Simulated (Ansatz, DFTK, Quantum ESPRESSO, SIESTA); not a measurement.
**KI: 4 runs at one level of theory**

```xyz
2
Lattice="0.0000 3.5328 3.5328 3.5328 0.0000 3.5328 3.5328 3.5328 0.0000" Properties=species:S:1:pos:R:3 pbc="T T T"
I     3.5328    3.5328    3.5328
K     0.0000    0.0000    0.0000
```

Alike in all runs: task band structure; functional PBE; k mesh 7 × 7 × 7; occupations fermi-dirac, width 0.05 eV; no spin polarisation; no spin-orbit coupling. Pressure is positive in compression and, in plane waves, holds the error of the finite cutoff. Gaps are the smaller of the mesh's and the band path's.

```tsv
program and potentials	plane-wave cutoff (eV)	notes	band gap (eV)	pressure (GPa)
SIESTA, files PseudoDojo sr-pbe-0.4.1-standard, DZP (energy shift 0.003 Ry; two zetas on semicore shells; d shell added on K)	-	atomic basis	4.09	0.65
DFTK, SPMS 1.0 (PBE)	816	-	3.96	0.58
Quantum ESPRESSO, PseudoDojo 0.4.1 SR PBE standard	1007	-	3.96	0.58
Ansatz, all-electron LAPW, scalar-relativistic	-	-	3.97	0.59
```

The band gap spans 3.96 (DFTK, SPMS 1.0 (PBE)) to 4.09 eV (SIESTA, files PseudoDojo sr-pbe-0.4.1-standard, DZP (energy shift 0.003 Ry; two zetas on semicore shells; d shell added on K)), with all-electron results at 3.97. The pressure spans 0.58 (DFTK, SPMS 1.0 (PBE)) to 0.65 GPa (SIESTA, files PseudoDojo sr-pbe-0.4.1-standard, DZP (energy shift 0.003 Ry; two zetas on semicore shells; d shell added on K)), with all-electron results at 0.59. Spin-orbit coupling, left out here, moves the band edges of heavy atoms. Rows in atomic bases carry the error of their basis and grid, which can be large.

The functional is the same throughout but for its coding, so the spread measures potentials, basis and numerics; runs on potential files found faulty are left out.
